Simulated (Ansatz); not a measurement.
# SiGe5: the cost of one run

Computed with Ansatz 0.2.0 (DFT PBE, scalar-relativistic, plane waves, PAW, unless a step's input says otherwise).

**1. Starting point**

It takes space group P-3m1 (No. 164, trigonal). The conventional cell has a = 2.974 Å, b = 2.974 Å, c = 14.570 Å, α = 90.00°, β = 90.00°, γ = 120.00°. Around Si (site symmetry -3m) lie 6 Si at 2.97 Å and 6 Ge at 2.97 Å. Ge (site symmetry 3m) has 12 Ge at 2.97 Å as nearest neighbours. Ge (site symmetry 3m) is surrounded by 9 Ge at 2.97 Å and 3 Si at 2.97 Å. Around Ge (site symmetry -3m) lie 12 Ge at 2.97 Å.

As a file:

```
Si Ge
1.0
     2.97417    0.00000    0.00000
    -1.48709    2.57571    0.00000
     0.00000    0.00000   14.57040
Si Ge
1 5
Direct
  0.00000 0.00000 0.50000
  0.33333 0.66667 0.83333
  0.66667 0.33333 0.66667
  0.33333 0.66667 0.33333
  0.66667 0.33333 0.16667
  0.00000 0.00000 0.00000
```

The start is an ordering of an alloy on its end members' structure types: elements ordered on the sites of the Ir type, Si/Ge on Ir (P-3m1, No. 164).

**2. Probe: one point on a coarse mesh**

File input.yaml:

```yaml
crystal:
  lattice:
    - [2.9741705, 0.0, 0.0]
    - [-1.48708525, 2.57570721, 0.0]
    - [0.0, 0.0, 14.57040029]
  atoms:
    - { symbol: Si, position: [0.0, 0.0, 0.5] }
    - { symbol: Ge, position: [0.33333333, 0.66666667, 0.83333333] }
    - { symbol: Ge, position: [0.66666667, 0.33333333, 0.66666667] }
    - { symbol: Ge, position: [0.33333333, 0.66666667, 0.33333333] }
    - { symbol: Ge, position: [0.66666667, 0.33333333, 0.16666667] }
    - { symbol: Ge, position: [0.0, 0.0, 0.0] }
basis:
  ecutwfc: 420
kpoints:
  mp_grid: { grid: [6, 6, 2] }
hamiltonian:
  xc: pbe
scf:
  occupations: { method: gaussian, width: 0.1 }
  lower_state_search: "off"
output:
  forces: true
  stress: true
  eigenvalues: true
```

Run with:

```
> ansatz run input.yaml --threads 1 --pin off --max-ram 2560MiB --backend cpu --events-out ev --progress --plain --runs-dir out
```

**Question.** How long does this run take on 1 thread of Intel Xeon 6975P-C (Granite Rapids), shared host, and how much memory does it need?

About 2.2 s, with a peak of 0.43 GiB.
